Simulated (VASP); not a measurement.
# BP (F-43m) in VASP: a series of runs, part 2 of 2

VASP 6.6.1.

## (3) Band structure, PBE-EpsX

Contents of POSCAR:

```
BP                                      
1.0
    0.0000000000      2.2605516541      2.2605516541
    2.2605516541      0.0000000000      2.2605516541
    2.2605516541      2.2605516541      0.0000000000
  B               P             
     1     1
Direct
     0.0000000000000000    0.0000000000000000    0.0000000000000000
     0.2500000000000000    0.2500000000000000    0.2500000000000000
```

Contents of INCAR.step1:

```
SYSTEM = BP
ALGO = Normal
EDIFF = 1E-8
ENCUT = 520
GGA = PE
ISIF = 2
ISMEAR = 0
KPAR = 4
LASPH = .True.
LCHARG = .False.
LEPSILON = .True.
LREAL = .False.
LWAVE = .False.
NELM = 80
PREC = Accurate
SIGMA = 0.03
```

Contents of KPOINTS.step1:

```
Automatic mesh
0
G
  10 10 10
  0 0 0
```

Contents of INCAR.step2:

```
SYSTEM = BP
ALGO = Normal
EDIFF = 1E-5
ENCUT = 520
GGA = PE
ISIF = 2
ISMEAR = 0
KPAR = 4
LASPH = .True.
LCHARG = .False.
LREAL = .False.
LWAVE = .True.
NELM = 80
PREC = Accurate
SIGMA = 0.03
```

Contents of KPOINTS.step2:

```
k-points
0
Gamma
  6 6 6
  0 0 0
```

Contents of INCAR.step3:

```
SYSTEM = BP
AEXX = 0.1079
ALGO = Normal
EDIFF = 1E-7
ENCUT = 520
GGA = PE
HFRCUT = -1
ISIF = 2
ISMEAR = 0
ISTART = 1
KPAR = 4
LASPH = .True.
LCHARG = .False.
LHFCALC = .True.
LREAL = .False.
LWAVE = .False.
NELM = 80
PREC = Accurate
PRECFOCK = Fast
SIGMA = 0.03
```

Contents of KPOINTS.step3:

```
k-points
0
Gamma
  6 6 6
  0 0 0
```

Contents of KPOINTS_OPT:

```
explicit points
6
Reciprocal
 0.0000000000  0.0000000000  0.0000000000 1
 0.3750000000  0.3750000000  0.7500000000 1
 0.5000000000  0.5000000000  0.5000000000 1
 0.6250000000  0.2500000000  0.6250000000 1
 0.5000000000  0.2500000000  0.7500000000 1
 0.5000000000  0.0000000000  0.5000000000 1
```

Potentials or basis: VASP PAW PBE potentials, release 64 (B, P).

Run with:

```console
$ cat potpaw_PBE.64/B/POTCAR potpaw_PBE.64/P/POTCAR > POTCAR
$ cp INCAR.step1 INCAR
$ cp KPOINTS.step1 KPOINTS
$ mpirun -np 4 vasp_std > vasp.out
$ cp INCAR.step2 INCAR
$ cp KPOINTS.step2 KPOINTS
$ mpirun -np 4 vasp_std > vasp.out
$ cp INCAR.step3 INCAR
$ cp KPOINTS.step3 KPOINTS
$ mpirun -np 4 vasp_std > vasp.out
```

OUTCAR:

```text
SYSTEM = BP
   AEXX = 0.1079
   EDIFF = 1E-7
   ENCUT = 520
   GGA = PE
   ISIF = 2
   ISMEAR = 0
   ISTART = 1
   LASPH = .True.
   LHFCALC = .True.
   LREAL = .False.
   NELM = 80
   PREC = Accurate
   PRECFOCK = Fast

 ion  position               nearest neighbor table
   1  0.000  0.000  0.000-   2 1.96   2 1.96   2 1.96   2 1.96
   2  0.250  0.250  0.250-   1 1.96   1 1.96   1 1.96   1 1.96

  LATTYP: Found a face centered cubic cell.
 ALAT       =     4.5211033082

  Lattice vectors:

 A1 = (   0.0000000000,   2.2605516541,   2.2605516541)
 A2 = (   2.2605516541,   0.0000000000,   2.2605516541)
 A3 = (   2.2605516541,   2.2605516541,   0.0000000000)

Analysis of symmetry for initial positions (statically):
=====================================================================
 Subroutine PRICEL returns:
 Original cell was already a primitive cell.

 Routine SETGRP: Setting up the symmetry group for a
 face centered cubic supercell.

 Subroutine GETGRP returns: Found 24 space group operations
 (whereof 24 operations were pure point group operations)
 out of a pool of 48 trial point group operations.

The static configuration has the point symmetry T_d .

Analysis of symmetry for dynamics (positions and initial velocities):
=====================================================================
 Subroutine PRICEL returns:
 Original cell was already a primitive cell.

 Routine SETGRP: Setting up the symmetry group for a
 face centered cubic supercell.

 Subroutine GETGRP returns: Found 24 space group operations
 (whereof 24 operations were pure point group operations)
 out of a pool of 48 trial point group operations.

The dynamic configuration has the point symmetry T_d .

 Subroutine INISYM returns: Found 24 space group operations
 (whereof 24 operations are pure point group operations),
 and found     1 'primitive' translations

----------------------------------------------------------------------------------------

                                     Primitive cell

  volume of cell :      23.1033

  direct lattice vectors                    reciprocal lattice vectors
     0.000000000  2.260551654  2.260551654    -0.221184948  0.221184948  0.221184948
     2.260551654  0.000000000  2.260551654     0.221184948 -0.221184948  0.221184948
     2.260551654  2.260551654  0.000000000     0.221184948  0.221184948 -0.221184948

  length of vectors
     3.196902808  3.196902808  3.196902808     0.383103568  0.383103568  0.383103568

  position of ions in fractional coordinates (direct lattice)
     0.000000000  0.000000000  0.000000000
     0.250000000  0.250000000  0.250000000

  ion indices of the primitive-cell ions
   primitive index   ion index
                 1           1
                 2           2

----------------------------------------------------------------------------------------

 KPOINTS: k-points

[... 29 lines left out ...]
  0.333333  0.166667  0.000000     24.000000
[... 8 lines left out ...]
 -0.333333  0.333333  0.166667     24.000000
 -0.333333  0.500000  0.166667     12.000000
   k-points           NKPTS =     16   k-points in BZ     NKDIM =    216   number of bands    NBANDS=      8
   number of dos      NEDOS =    301   number of ions     NIONS =      2
   total plane-waves  NPLWV =  13824
   dimension x,y,z NGX =    24 NGY =   24 NGZ =   24
   dimension x,y,z NGXF=    48 NGYF=   48 NGZF=   48
   ions per type =               1   1
   NGX,Y,Z   is equivalent  to a cutoff of  12.48, 12.48, 12.48 a.u.
   NGXF,Y,Z  is equivalent  to a cutoff of  24.96, 24.96, 24.96 a.u.
 SYSTEM =  BP
   PREC   = accura    normal or accurate (medium, high low for compatibility)
   ISTART =      1    job   : 0-new  1-cont  2-samecut
   ICHARG =      0    charge: 1-file 2-atom 10-const
   ISPIN  =      1    spin polarized calculation?
   LNONCOLLINEAR =      F non collinear calculations
   LSORBIT =      F    spin-orbit coupling
   LASPH  =      T    aspherical Exc in radial PAW
   ENCUT  =  520.0 eV  38.22 Ry    6.18 a.u.   5.94  5.94  5.94*2*pi/ulx,y,z
   NELM   =     80;   NELMIN=  2; NELMDL=  0     # of ELM steps
   EDIFF  = 0.1E-06   stopping-criterion for ELM
   LREAL  =      F    real-space projection
   EDIFFG = 0.1E-05   stopping-criterion for IOM
   NSW    =      0    number of steps for IOM
   IBRION =     -1    ionic relax: 0-MD 1-quasi-New 2-CG
   NFREE  =      0    steps in history (QN), initial steepest desc. (CG)
   ISIF   =      2    stress and relaxation
   ISYM   =      3    0-nonsym 1-usesym 2-fastsym
   POTIM  = 0.5000    time-step for ionic-motion
   TEBEG  =    0.0;   TEEND  =   0.0 temperature during run
   PSTRESS=    0.0 pullay stress
   NELECT =       8.0000    total number of electrons
   NUPDOWN=      -1.0000    fix difference up-down
   EMIN   =  10.00;   EMAX   =-10.00  energy-range for DOS
   EFERMI =   0.00;   METHOD = LEGACY
   ISMEAR =     0;   SIGMA  =   0.03  broadening in eV -4-tet -1-fermi 0-gaus
   EFERMI_NEDOS =   21; number of points for ismear=-14 and -15
   IALGO  =     38    algorithm
   IMIX   =      1    mixing-type and parameters
     AMIX     =   0.40;   BMIX     =  1.00
     AMIX_MAG =   1.60;   BMIX_MAG =  1.00
  volume/ion in A,a.u.               =      11.55        77.95
  Fermi-wavevector in a.u.,A,eV,Ry     =   1.149601  2.172431 17.981215  1.321582
  Thomas-Fermi vector in A             =   2.286270
   LORBIT       =      0    0 simple, 1 ext, 2 COOP (PROOUT), +10 PAW based schemes
   GGA     = PE    functional components
   LHFCALC =     T    Hartree Fock is set to
   PRECFOCK=fast      Normal, Fast or Accurate (Low or Medium for compatibility)
   ENCUT4O =  -1.0   cutoff for four orbital integrals eV
   NKREDX  =     1    reduce k-point grid by
   NKREDY  =     1    reduce k-point grid by
   NKREDZ  =     1    reduce k-point grid by
   AEXX    =    0.1079 exact exchange contribution
   HFSCREEN=    0.0000 screening length (either q_TF or 0.3 A-1)
   HFSCREENC=   0.0000 screening length for correlation (either q_TF or 0.3 A-1)
   ENCUTFOCK=  -1.0 apply spherical cutoff to Coloumb kernel
   IVDW    =     0    specifies the selected vdW correction
   LEPSILON=     F    determine dielectric tensor
   LRPA    =     F    only Hartree local field effects (RPA)
 non-spin polarized calculation
 Gauss-broadening in eV      SIGMA  =   0.03
  energy-cutoff  :      520.00
  volume of cell :       23.10
 maximum number of plane-waves:       636
  NGX = 14; NGY = 14; NGZ = 14

 number of electron       8.0000001 magnetization

 Free energy of the ion-electron system (eV)
  ---------------------------------------------------
  ext. energy  EPLUGINS =         0.00000000
  ---------------------------------------------------
  free energy    TOTEN  =       -14.13302715 eV

  energy without entropy =      -14.13302715  energy(sigma->0) =      -14.13302715

 E-fermi :   7.3828     XC(G=0):  -9.9556

 val. band max:        7.2446778938   @ k =   0.0000   0.0000   0.0000
 cond. band min:       9.1604403109   @ k =   0.5000   0.5000   0.0000
 fundamental gap:      1.9157624171
 Fermi energy:         7.3828143053

 k-point     1 :       0.0000    0.0000    0.0000
  band No.  band energies     occupation
      1      -9.0734      2.00000
      2       7.2447      2.00000
      3       7.2447      2.00000
      4       7.2447      2.00000
      5      11.3472      0.00000
      6      11.3472      0.00000
      7      11.3472      0.00000
      8      15.6653      0.00000
[... 155 lines left out ...]
 k-point    16 :      -0.3333    0.5000    0.1667
  band No.  band energies     occupation
      1      -3.7078      2.00000
      2      -1.4900      2.00000
      3       1.6389      2.00000
      4       1.7676      2.00000
      5      11.7667      0.00000
      6      12.4175      0.00000
      7      17.3569      0.00000
      8      18.0246      0.00000

------------------------ aborting loop because EDIFF is reached ----------------------------------------

  FORCE on cell =-STRESS in cart. coord.  units (eV):
  Direction    XX          YY          ZZ          XY          YZ          ZX
  --------------------------------------------------------------------------------------
  -------------------------------------------------------------------------------------
  Total        0.2191170      0.2191170      0.2191170      0.0000000     -0.0000000     -0.0000000
  in kB       15.1954418     15.1954418     15.1954418      0.0000000     -0.0000000     -0.0000000
  external PRESSURE =      15.1954418 kB  Pullay stress =       0.0000000 kB

 VOLUME and BASIS-vectors are now :
 -----------------------------------------------------------------------------
  energy-cutoff  :      520.00
  volume of cell :       23.10
      direct lattice vectors                 reciprocal lattice vectors
     0.000000000  2.260551654  2.260551654    -0.221184948  0.221184948  0.221184948
     2.260551654  0.000000000  2.260551654     0.221184948 -0.221184948  0.221184948
     2.260551654  2.260551654  0.000000000     0.221184948  0.221184948 -0.221184948

 POSITION                                       TOTAL-FORCE (eV/Angst)
 -----------------------------------------------------------------------------------
      0.00000      0.00000      0.00000        -0.000000     -0.000000     -0.000000
      1.13028      1.13028      1.13028         0.000000      0.000000      0.000000
 -----------------------------------------------------------------------------------
    total drift:                                0.000000      0.000000      0.000000

  FREE ENERGIE OF THE ION-ELECTRON SYSTEM (eV)
  ---------------------------------------------------
  free  energy   TOTEN  =       -14.1330271528 eV

  energy  without entropy=      -14.1330271528  energy(sigma->0) =      -14.13302715
```

Run time: 52 s. Hardware: 4 MPI ranks of Intel Xeon Platinum 8488C (Sapphire Rapids), shared host; peak memory 0.19 GiB.

Results:

- Free energy: -14.1330 eV
- Pressure: 1.5 GPa
- Band gap on the k mesh: 1.92 eV, indirect (least direct gap 4.10 eV)
- Band gap along the path: 1.92 eV, indirect (least direct gap 4.10 eV)

Levels at points of the mesh, in eV from the valence-band top:
| k point | band 1 | band 2 | band 3 | band 4 | band 5 | band 6 | band 7 | band 8 |
| --- | --- | --- | --- | --- | --- | --- | --- | --- |
| (0.00, 0.00, 0.00) | -16.32 | 0.00 | 0.00 | 0.00 | 4.10 | 4.10 | 4.10 | 8.42 |
| (0.50, 0.00, 0.00) | -12.80 | -9.58 | -1.87 | -1.87 | 4.56 | 5.45 | 5.45 | 11.01 |
| (0.50, 0.50, 0.00) | -11.17 | -9.11 | -4.36 | -4.36 | 1.92 | 2.26 | 13.28 | 13.28 |

Caveat: the PAW data sets were made with another functional, which shifts forces and pressure a little.

## (4) Phonons, PBEsol

Edit POSCAR of step 3 so:

```diff
@@ -1,2 +1,2 @@
-BP                                      
+BP
 1.0
@@ -5,3 +5,3 @@
     2.2605516541      2.2605516541      0.0000000000
-  B               P             
+  B               P
      1     1
```

Contents of INCAR.step1:

```
SYSTEM = BP
PREC = Accurate
ENCUT = 600
EDIFF = 1E-8
ISMEAR = 0
SIGMA = 0.03
LREAL = .FALSE.
LASPH = .TRUE.
NELM = 80
ALGO = Normal
ISIF = 3
LWAVE = .FALSE.
LCHARG = .FALSE.
GGA = PS
IBRION = 2
NSW = 40
EDIFFG = -0.002
```

Contents of INCAR.step2:

```
SYSTEM = BP
PREC = Accurate
ENCUT = 600
EDIFF = 1E-8
ISMEAR = 0
SIGMA = 0.03
LREAL = .FALSE.
LASPH = .TRUE.
NELM = 80
ALGO = Normal
ISIF = 2
LWAVE = .FALSE.
LCHARG = .FALSE.
GGA = PS
IBRION = 6
NFREE = 2
POTIM = 0.015
NSW = 1
```

Contents of KPOINTS:

```
regular mesh
0
G
  10 10 10
  0 0 0
```

Potentials or basis: VASP PAW PBE potentials, release 64 (B, P).

Run with:

```console
$ cat potpaw_PBE.64/B/POTCAR potpaw_PBE.64/P/POTCAR > POTCAR
$ cp INCAR.step1 INCAR
$ mpirun -np 1 vasp_std > vasp.out
$ cp CONTCAR POSCAR
$ cp INCAR.step2 INCAR
$ mpirun -np 1 vasp_std > vasp.out
```

OUTCAR:

```text
SYSTEM = BP
   PREC = Accurate
   ENCUT = 600
   EDIFF = 1E-8
   ISMEAR = 0
   LREAL = .FALSE.
   LASPH = .TRUE.
   NELM = 80
   ISIF = 2
   GGA = PS
   IBRION = 6
   NFREE = 2
   POTIM = 0.015
   NSW = 1

 ion  position               nearest neighbor table
   1  0.000  0.000  0.000-   2 1.96   2 1.96   2 1.96   2 1.96
   2  0.250  0.250  0.250-   1 1.96   1 1.96   1 1.96   1 1.96
[... 653 lines left out ...]
  x    -0.00000     0.00000     0.00000     0.00000     8.00291     0.00000
  y     0.00000     0.00000     0.00000     0.00000     0.00000     8.00291
  z     0.00000     0.00000    -0.00000     8.00291     0.00000     0.00000

 INTERNAL STRAIN TENSOR FOR ION    2 for displacements in x,y,z  (eV/Angst):
          X           Y           Z          XY          YZ          ZX
  --------------------------------------------------------------------------------
  x    -0.00000    -0.00000    -0.00000     0.00000    -7.99626     0.00000
  y    -0.00000    -0.00000    -0.00000     0.00000     0.00000    -7.99626
  z    -0.00000    -0.00000    -0.00000    -7.99626     0.00000     0.00000

 Eigenvectors and eigenvalues of the dynamical matrix
 ----------------------------------------------------

   1 f  =   24.289606 THz   152.616097 2PiTHz  810.214052 cm-1   100.453694 meV
             X         Y         Z           dx          dy          dz
      0.000000  0.000000  0.000000    -0.860971    0.000000    0.000000
      1.130276  1.130276  1.130276     0.508655    0.000000    0.000000
[... 21 lines left out ...]
   6 f/i=    0.000014 THz     0.000085 2PiTHz    0.000451 cm-1     0.000056 meV
             X         Y         Z           dx          dy          dz
      0.000000  0.000000  0.000000     0.000000    0.255402    0.439886
      1.130276  1.130276  1.130276     0.000000    0.432304    0.744569

 ELASTIC MODULI CONTR FROM IONIC RELAXATION (kBar)
 Direction    XX          YY          ZZ          XY          YZ          ZX
 --------------------------------------------------------------------------------
 XX          -0.0000     -0.0000     -0.0000     -0.0000     -0.0000     -0.0000
 YY          -0.0000     -0.0000     -0.0000     -0.0000     -0.0000     -0.0000
 ZZ          -0.0000     -0.0000     -0.0000     -0.0000     -0.0000     -0.0000
 XY          -0.0000     -0.0000     -0.0000   -229.3980     -0.0000      0.0000
 YZ          -0.0000     -0.0000     -0.0000     -0.0000   -229.3980      0.0000
 ZX          -0.0000     -0.0000     -0.0000      0.0000      0.0000   -229.3980
 --------------------------------------------------------------------------------
```

Run time: 74 s. Hardware: 1 thread of AMD EPYC 9R45 (Zen 5), shared host; peak memory 0.18 GiB.

What came out:

- Highest phonon frequency at Γ, LO-TO splitting left out: 810 cm⁻¹

Phonon frequencies in cm⁻¹ (negative: imaginary):
```
              q point        frequencies
(0.000, 0.000, 0.000)  0 0 0 810 810 810
```

Caveat: the PAW data sets were made with another functional, which shifts forces and pressure a little.

## (5) The runs side by side

| task | level | k mesh | cutoff (eV) | grid for exact exchange (PRECFOCK) | exchange at q = 0 | share of exact exchange | by perturbation theory | gap on the mesh (eV) | pressure (GPa) |
| --- | --- | --- | --- | --- | --- | --- | --- | --- | --- |
| band structure | PBE0 | 6 × 6 × 6 | 520 | Fast | truncated | - | - | 2.74 | -0.3 |
| band structure | PBE-EpsX | 6 × 6 × 6 | 520 | Fast | truncated | 0.1079 | - | 1.92 | 1.5 |
| phonons | PBEsol | 10 × 10 × 10 | 600 | - | - | - | no | - | - |

Alike in all rows: potentials or basis VASP PAW PBE potentials, release 64 (B, P); no spin polarisation; cell as given; smearing gaussian 0.03 eV.

Caveats: the PAW data sets were made with another functional, which shifts forces and pressure a little.

Absolute energies hang on the potentials; compare differences alone.
